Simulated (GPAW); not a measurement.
Runs of GPAW 26.7.0 on MgO. The structure is hexagonal, space group P-6m2 (No. 187). Conventional cell: a = 2.938 Å, b = 2.938 Å, c = 2.680 Å, α = 90.00°, β = 90.00°, γ = 120.00°. Mg (site symmetry -6m2) is surrounded by 6 O at 2.16 Å. O (site symmetry -6m2) has 6 Mg at 2.16 Å as nearest neighbours. Measurements of this composition are mostly on another form, of space group No. 225.

```tsv
task	level	potentials or basis	cell	k mesh	cutoff (eV)	smearing	maxiter	ranks	convergence	response ecut	response k mesh	mesh quality	gap on the mesh (eV)
single point	PBE0	GPAW PAW data sets (gpaw-data 1.2.1), pw	volume scaled by 1.08	5 × 5 × 5	600	gaussian 0.01 eV	60	4	-	-	-	coarse	(a)
single point	PBE	GPAW PAW data sets (gpaw-data 1.2.1), pw	as given	8 × 8 × 8	600	fermi-dirac 0.05 eV	120	-	default	-	-	not flagged	3.04
single point	TB-mBJ	GPAW PAW data sets for LDA (gpaw-data 1.2.1), pw	as given	8 × 8 × 8	800	fermi-dirac 0.05 eV	150	-	-	-	-	not flagged	5.23
dielectric tensor	PBE	GPAW PAW data sets (gpaw-data 1.2.1), pw	as given	8 × 8 × 8	600	fermi-dirac 0.001 eV	150	-	-	80 eV	26 × 26 × 25	not flagged	3.04
```

Alike in all rows: no spin polarisation.

Q: Fill in the values left out.

A: (a) 4.74.

Caveats: some runs use coarse meshes; an odd mesh through Γ misses points on the zone boundary, where band edges often lie (some runs); a model potential gives levels but no total energy (some runs); the long-wavelength limit can be off by a per cent or two (some runs).
